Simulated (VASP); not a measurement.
# W (Im-3m) in VASP: settings compared

The runs below take W through single point, with PBEsol, r2SCAN.

All numbers are computed with VASP 6.6.1; they aren't measurements. Logs are shortened: lines on timing, memory, paths and dates and some standing lists are left out, and cuts for length are marked.

## 1. Starting point

Symmetry: Im-3m, No. 229, cubic system. The conventional cell has a = 3.157 Å, b = 3.157 Å, c = 3.157 Å, α = 90.00°, β = 90.00°, γ = 90.00°. Around W (site symmetry m-3m) lie 8 W at 2.73 Å.

## 2. Single point, PBEsol

Input file INCAR:

```
SYSTEM = W
PREC = Accurate
ENCUT = 520
EDIFF = 1E-6
ISMEAR = 0
SIGMA = 0.5
LREAL = .False.
LASPH = .True.
NELM = 60
ALGO = Fast
ISIF = 2
LWAVE = .False.
LCHARG = .False.
GGA = PS
```

Input file KPOINTS:

```
regular mesh
0
Gamma
  18 18 18
  0 0 0
```

Input file POSCAR:

```
W
1.0
   -1.5782900000      1.5782900000      1.5782900000
    1.5782900000     -1.5782900000      1.5782900000
    1.5782900000      1.5782900000     -1.5782900000
W
1
Direct
    0.0000000000      0.0000000000      0.0000000000
```

Potentials or basis: VASP PAW PBE potentials, release 64 (W_sv).

Started as:

```console
$ cat potpaw_PBE.64/W_sv/POTCAR > POTCAR
$ mpirun -np 1 vasp_std > vasp.out
```

OUTCAR:

```text
SYSTEM = W
   PREC = Accurate
   ENCUT = 520
   EDIFF = 1E-6
   ISMEAR = 0
   LREAL = .False.
   LASPH = .True.
   NELM = 60
   ISIF = 2
   GGA = PS

 ion  position               nearest neighbor table
   1  0.000  0.000  0.000-

  LATTYP: Found a body centered cubic cell.
 ALAT       =     3.1565800000

  Lattice vectors:

 A1 = (  -1.5782900000,   1.5782900000,   1.5782900000)
 A2 = (   1.5782900000,  -1.5782900000,   1.5782900000)
 A3 = (   1.5782900000,   1.5782900000,  -1.5782900000)

Analysis of symmetry for initial positions (statically):
=====================================================================
 Subroutine PRICEL returns:
 Original cell was already a primitive cell.

 Routine SETGRP: Setting up the symmetry group for a
 body centered cubic supercell.

 Subroutine GETGRP returns: Found 48 space group operations
 (whereof 48 operations were pure point group operations)
 out of a pool of 48 trial point group operations.

The static configuration has the point symmetry O_h .

Analysis of symmetry for dynamics (positions and initial velocities):
=====================================================================
 Subroutine PRICEL returns:
 Original cell was already a primitive cell.

 Routine SETGRP: Setting up the symmetry group for a
 body centered cubic supercell.

 Subroutine GETGRP returns: Found 48 space group operations
 (whereof 48 operations were pure point group operations)
 out of a pool of 48 trial point group operations.

The dynamic configuration has the point symmetry O_h .

 Subroutine INISYM returns: Found 48 space group operations
 (whereof 48 operations are pure point group operations),
 and found     1 'primitive' translations

----------------------------------------------------------------------------------------

                                     Primitive cell

  volume of cell :      15.7261

  direct lattice vectors                    reciprocal lattice vectors
    -1.578290000  1.578290000  1.578290000     0.000000000  0.316798560  0.316798560
     1.578290000 -1.578290000  1.578290000     0.316798560  0.000000000  0.316798560
     1.578290000  1.578290000 -1.578290000     0.316798560  0.316798560  0.000000000

  length of vectors
[... 82 lines left out ...]
   EDIFFG = 0.1E-04   stopping-criterion for IOM
   NSW    =      0    number of steps for IOM
   IBRION =     -1    ionic relax: 0-MD 1-quasi-New 2-CG
   NFREE  =      0    steps in history (QN), initial steepest desc. (CG)
   ISIF   =      2    stress and relaxation
   ISYM   =      2    0-nonsym 1-usesym 2-fastsym
   POTIM  = 0.5000    time-step for ionic-motion
   TEBEG  =    0.0;   TEEND  =   0.0 temperature during run
   PSTRESS=    0.0 pullay stress
   NELECT =      14.0000    total number of electrons
   NUPDOWN=      -1.0000    fix difference up-down
   EMIN   =  10.00;   EMAX   =-10.00  energy-range for DOS
   EFERMI =   0.00;   METHOD = LEGACY
   ISMEAR =     0;   SIGMA  =   0.50  broadening in eV -4-tet -1-fermi 0-gaus
   EFERMI_NEDOS =   21; number of points for ismear=-14 and -15
   IALGO  =     68    algorithm
   IMIX   =      4    mixing-type and parameters
     AMIX     =   0.40;   BMIX     =  1.00
     AMIX_MAG =   1.60;   BMIX_MAG =  1.00
  volume/ion in A,a.u.               =      15.73       106.12
  Fermi-wavevector in a.u.,A,eV,Ry     =   1.574868  2.976068 33.745277  2.480208
  Thomas-Fermi vector in A             =   2.675937
   LORBIT       =      0    0 simple, 1 ext, 2 COOP (PROOUT), +10 PAW based schemes
   GGA     = PS    functional components
   LHFCALC =     F    Hartree Fock is set to
   AEXX    =    0.0000 exact exchange contribution
   IVDW    =     0    specifies the selected vdW correction
   LEPSILON=     F    determine dielectric tensor
   LRPA    =     F    only Hartree local field effects (RPA)
 non-spin polarized calculation
 RMM-DIIS sequential band-by-band and
 Gauss-broadening in eV      SIGMA  =   0.50
  energy-cutoff  :      520.00
  volume of cell :       15.73
 maximum number of plane-waves:       436
   NGX = 11   NGY = 11   NGZ = 11

 number of electron      14.0000004 magnetization

 Free energy of the ion-electron system (eV)
  ---------------------------------------------------
  ext. energy  EPLUGINS =         0.00000000
  ---------------------------------------------------
  free energy    TOTEN  =       -13.83329140 eV

  energy without entropy =      -13.77092773  energy(sigma->0) =      -13.80210956

 E-fermi :  11.3633     XC(G=0): -13.8054

 val. band max:       11.3617326330   @ k =  -0.4444   0.4444   0.2778
 cond. band min:      11.3748413230   @ k =  -0.1667   0.1667   0.0556
 fundamental gap:      0.0131086901
 Fermi energy:        11.3632837285

 k-point     1 :       0.0000    0.0000    0.0000
  band No.  band energies     occupation
      1     -62.7402      2.00000
      2     -26.2865      2.00000
      3     -26.2865      2.00000
      4     -26.2865      2.00000
      5       1.6924      2.00000
      6      10.1440      1.99944
      7      10.1440      1.99944
      8      10.1440      1.99944
      9      13.6473      0.00000
     10      13.6473      0.00000
     11      25.9491      0.00000
[... 309 lines left out ...]
 k-point    24 :       0.3889    0.1111    0.0000
  band No.  band energies     occupation
      1     -62.6004      2.00000
      2     -27.5333      2.00000
      3     -26.7541      2.00000
      4     -26.3532      2.00000
      5       5.4954      2.00000
      6       7.9352      2.00000
      7      10.8188      1.87644
      8      13.4274      0.00000
      9      14.7747      0.00000
     10      17.9083      0.00000
     11      22.4188      0.00000

 [... further k-points ...]

------------------------ aborting loop because EDIFF is reached ----------------------------------------

  FORCE on cell =-STRESS in cart. coord.  units (eV):
  Direction    XX          YY          ZZ          XY          YZ          ZX
  --------------------------------------------------------------------------------------
  -------------------------------------------------------------------------------------
  Total        0.0136218      0.0136218      0.0136218      0.0000000      0.0000000      0.0000000
  in kB        1.3877959      1.3877959      1.3877959      0.0000000      0.0000000      0.0000000
  external PRESSURE =       1.3877959 kB  Pullay stress =       0.0000000 kB

 VOLUME and BASIS-vectors are now :
 -----------------------------------------------------------------------------
  energy-cutoff  :      520.00
  volume of cell :       15.73
      direct lattice vectors                 reciprocal lattice vectors
    -1.578290000  1.578290000  1.578290000     0.000000000  0.316798560  0.316798560
     1.578290000 -1.578290000  1.578290000     0.316798560  0.000000000  0.316798560
     1.578290000  1.578290000 -1.578290000     0.316798560  0.316798560  0.000000000

 POSITION                                       TOTAL-FORCE (eV/Angst)
 -----------------------------------------------------------------------------------
      0.00000      0.00000      0.00000        -0.000000      0.000000      0.000000
 -----------------------------------------------------------------------------------
    total drift:                                0.000000      0.000000      0.000000

  FREE ENERGIE OF THE ION-ELECTRON SYSTEM (eV)
  ---------------------------------------------------
  free  energy   TOTEN  =       -13.8332914019 eV

  energy  without entropy=      -13.7709277270  energy(sigma->0) =      -13.80210956
```

It took 15 s on 1 thread of Intel Xeon Platinum 8559C (Emerald Rapids), shared host; peak memory 0.14 GiB.

Results:

```yaml
Free_energy: -13.8333 eV
Pressure: 0.1 GPa
Band_gap_on_the_k_mesh: none (metal or under the smearing width)
```

Caveat: the PAW data sets were made with another functional, which shifts forces and pressure a little. Spin-orbit coupling is left out, which matters for the levels of W.

## 3. Single point, PBEsol

Changes to INCAR since step 2:

```diff
@@ -2,6 +2,6 @@
 PREC = Accurate
-ENCUT = 520
+ENCUT = 900
 EDIFF = 1E-6
 ISMEAR = 0
-SIGMA = 0.5
+SIGMA = 0.1
 LREAL = .False.
```

KPOINTS is that of step 2.

POSCAR is that of step 2.

Potentials or basis: VASP PAW PBE potentials, release 64 (W_sv).

Started as:

```console
$ cat potpaw_PBE.64/W_sv/POTCAR > POTCAR
$ mpirun -np 1 vasp_std > vasp.out
```

OUTCAR:

```text
SYSTEM = W
   PREC = Accurate
   ENCUT = 900
   EDIFF = 1E-6
   ISMEAR = 0
   LREAL = .False.
   LASPH = .True.
   NELM = 60
   ISIF = 2
   GGA = PS

 ion  position               nearest neighbor table
   1  0.000  0.000  0.000-

  LATTYP: Found a body centered cubic cell.
 ALAT       =     3.1565800000

  Lattice vectors:

 A1 = (  -1.5782900000,   1.5782900000,   1.5782900000)
 A2 = (   1.5782900000,  -1.5782900000,   1.5782900000)
 A3 = (   1.5782900000,   1.5782900000,  -1.5782900000)

Analysis of symmetry for initial positions (statically):
=====================================================================
 Subroutine PRICEL returns:
 Original cell was already a primitive cell.

 Routine SETGRP: Setting up the symmetry group for a
 body centered cubic supercell.

 Subroutine GETGRP returns: Found 48 space group operations
 (whereof 48 operations were pure point group operations)
 out of a pool of 48 trial point group operations.

The static configuration has the point symmetry O_h .

Analysis of symmetry for dynamics (positions and initial velocities):
=====================================================================
 Subroutine PRICEL returns:
 Original cell was already a primitive cell.

 Routine SETGRP: Setting up the symmetry group for a
 body centered cubic supercell.

 Subroutine GETGRP returns: Found 48 space group operations
 (whereof 48 operations were pure point group operations)
 out of a pool of 48 trial point group operations.

The dynamic configuration has the point symmetry O_h .

 Subroutine INISYM returns: Found 48 space group operations
 (whereof 48 operations are pure point group operations),
 and found     1 'primitive' translations

[... 116 lines left out ...]
   LORBIT       =      0    0 simple, 1 ext, 2 COOP (PROOUT), +10 PAW based schemes
   GGA     = PS    functional components
   LHFCALC =     F    Hartree Fock is set to
   AEXX    =    0.0000 exact exchange contribution
   IVDW    =     0    specifies the selected vdW correction
   LEPSILON=     F    determine dielectric tensor
   LRPA    =     F    only Hartree local field effects (RPA)
 non-spin polarized calculation
 RMM-DIIS sequential band-by-band and
 Gauss-broadening in eV      SIGMA  =   0.10
  energy-cutoff  :      900.00
  volume of cell :       15.73
 maximum number of plane-waves:       982
   NGX = 13   NGY = 13   NGZ = 13

 number of electron      14.0000000 magnetization

 Free energy of the ion-electron system (eV)
  ---------------------------------------------------
  ext. energy  EPLUGINS =         0.00000000
  ---------------------------------------------------
  free energy    TOTEN  =       -13.80175629 eV

  energy without entropy =      -13.79831664  energy(sigma->0) =      -13.80003647

 E-fermi :  11.3819     XC(G=0): -13.8057

 val. band max:       11.3732316587   @ k =  -0.1667   0.1667   0.0556
 cond. band min:      11.3825559898   @ k =  -0.2778   0.3333   0.2222
 fundamental gap:      0.0093243311
 Fermi energy:        11.3818611965

 k-point     1 :       0.0000    0.0000    0.0000
  band No.  band energies     occupation
      1     -62.7444      2.00000
      2     -26.2902      2.00000
      3     -26.2902      2.00000
      4     -26.2902      2.00000
      5       1.6929      2.00000
      6      10.1425      2.00000
      7      10.1425      2.00000
      8      10.1425      2.00000
      9      13.6450      0.00000
     10      13.6450      0.00000
     11      25.9497      0.00000
[... 309 lines left out ...]
 k-point    24 :       0.3889    0.1111    0.0000
  band No.  band energies     occupation
      1     -62.6046      2.00000
      2     -27.5367      2.00000
      3     -26.7577      2.00000
      4     -26.3568      2.00000
      5       5.4950      2.00000
      6       7.9341      2.00000
      7      10.8184      2.00000
      8      13.4254      0.00000
      9      14.7724      0.00000
     10      17.9061      0.00000
     11      22.4168      0.00000

 [... further k-points ...]

------------------------ aborting loop because EDIFF is reached ----------------------------------------

  FORCE on cell =-STRESS in cart. coord.  units (eV):
  Direction    XX          YY          ZZ          XY          YZ          ZX
  --------------------------------------------------------------------------------------
  -------------------------------------------------------------------------------------
  Total        0.0108338      0.0108338      0.0108338     -0.0000000     -0.0000000     -0.0000000
  in kB        1.1037521      1.1037521      1.1037521     -0.0000000     -0.0000000     -0.0000000
  external PRESSURE =       1.1037521 kB  Pullay stress =       0.0000000 kB

 VOLUME and BASIS-vectors are now :
 -----------------------------------------------------------------------------
  energy-cutoff  :      900.00
  volume of cell :       15.73
      direct lattice vectors                 reciprocal lattice vectors
    -1.578290000  1.578290000  1.578290000     0.000000000  0.316798560  0.316798560
     1.578290000 -1.578290000  1.578290000     0.316798560  0.000000000  0.316798560
     1.578290000  1.578290000 -1.578290000     0.316798560  0.316798560  0.000000000

 POSITION                                       TOTAL-FORCE (eV/Angst)
 -----------------------------------------------------------------------------------
      0.00000      0.00000      0.00000        -0.000000      0.000000     -0.000000
 -----------------------------------------------------------------------------------
    total drift:                               -0.000000     -0.000000     -0.000000

  FREE ENERGIE OF THE ION-ELECTRON SYSTEM (eV)
  ---------------------------------------------------
  free  energy   TOTEN  =       -13.8017562901 eV

  energy  without entropy=      -13.7983166407  energy(sigma->0) =      -13.80003647
```

stdout:

```text
POSCAR found type information on POSCAR W
 POSCAR found :  1 types and       1 ions
 scaLAPACK will be used
 -----------------------------------------------------------------------------
|                                                                             |
|                                                                             |
|     You enforced a specific xc type in the INCAR file but a different       |
|     I HOPE YOU KNOW WHAT YOU ARE DOING!                                     |
|                                                                             |
 -----------------------------------------------------------------------------

 LDA part: xc-table for (Slater+PW92), standard interpolation
 POSCAR, INCAR and KPOINTS ok, starting setup
 FFT: planning ... GRIDC
 FFT: planning ... GRID_SOFT
 FFT: planning ... GRID
 WAVECAR not read
 entering main loop
```

Wall time 32 s (1 thread of Intel Xeon Platinum 8559C (Emerald Rapids), shared host); peak memory 0.22 GiB.

What came out:

```yaml
Free_energy: -13.8018 eV
Pressure: 0.1 GPa
Band_gap_on_the_k_mesh: none (metal or under the smearing width)
```

Levels at points of the mesh, in eV from the Fermi level:
```tsv
k point	band 4	band 5	band 6	band 7	band 8	band 9	band 10	band 11
(0.00, 0.00, 0.00)	-37.67	-9.69	-1.24	-1.24	-1.24	2.26	2.26	14.57
(0.50, 0.00, 0.00)	-37.68	-6.33	-3.60	0.73	2.17	3.15	6.25	11.53
(0.50, 0.50, 0.50)	-38.60	-5.91	-5.91	5.24	5.24	5.24	8.33	8.33
```

Caveat: the PAW data sets were made with another functional, which shifts forces and pressure a little.

## 4. Single point, r2SCAN

Input file INCAR:

```
SYSTEM = W
PREC = Accurate
ENCUT = 520
EDIFF = 1E-6
ISMEAR = 0
SIGMA = 0.1
LREAL = .False.
LASPH = .True.
NELM = 60
ALGO = Normal
ISIF = 2
LWAVE = .False.
LCHARG = .False.
METAGGA = R2SCAN
LMIXTAU = .True.
```

KPOINTS is that of step 3.

POSCAR is that of step 3.

Started as:

```console
$ cat potpaw_PBE.64/W_sv/POTCAR > POTCAR
$ mpirun -np 1 vasp_std > vasp.out
```

It took 65 s on 1 thread of Intel Xeon Platinum 8559C (Emerald Rapids), shared host; peak memory 0.15 GiB.

It converged, with:

```
Free energy            : -51.3440 eV
Pressure               : 5.0 GPa
Band gap on the k mesh : none (metal or under the smearing width)
```

Levels at points of the mesh, in eV from the Fermi level:
```csv
k point,band 3,band 4,band 5,band 6,band 7,band 8,band 9,band 10,band 11
"(0.00, 0.00, 0.00)",-38.94,-38.94,-10.17,-1.29,-1.29,-1.29,2.59,2.59,15.28
"(0.50, 0.00, 0.00)",-39.39,-38.95,-6.61,-3.78,0.56,2.43,3.50,6.42,12.10
"(0.50, 0.50, 0.50)",-39.92,-39.92,-6.08,-6.08,5.41,5.41,5.41,8.62,8.62
```

Caveat: the PAW data sets were made with another functional, which shifts forces and pressure a little. Spin-orbit coupling is left out, which matters for the levels of W.

## 5. Summary

```tsv
level	cutoff (eV)	smearing	further INCAR settings	gap on the mesh (eV)	pressure (GPa)
PBEsol	520	gaussian 0.5 eV	ALGO = Fast; EDIFF = 1e-06	none	0.1
PBEsol	900	gaussian 0.1 eV	ALGO = Fast; EDIFF = 1e-06	none	0.1
r2SCAN	520	gaussian 0.1 eV	ALGO = Normal; EDIFF = 1e-06	none	5.0
```

Alike in all rows: task single point; potentials or basis VASP PAW PBE potentials, release 64 (W_sv); no spin polarisation; cell as given; k mesh 18 × 18 × 18.

Every run on the cell as given and a fine mesh finds a metal. The pressure there spans 0.1 GPa (PBEsol) to 5.0 GPa (r2SCAN); a positive pressure means that this level wants a larger cell, a negative one a smaller.

Caveats: the PAW data sets were made with another functional, which shifts forces and pressure a little.

Absolute energies hang on the potentials; compare differences alone.
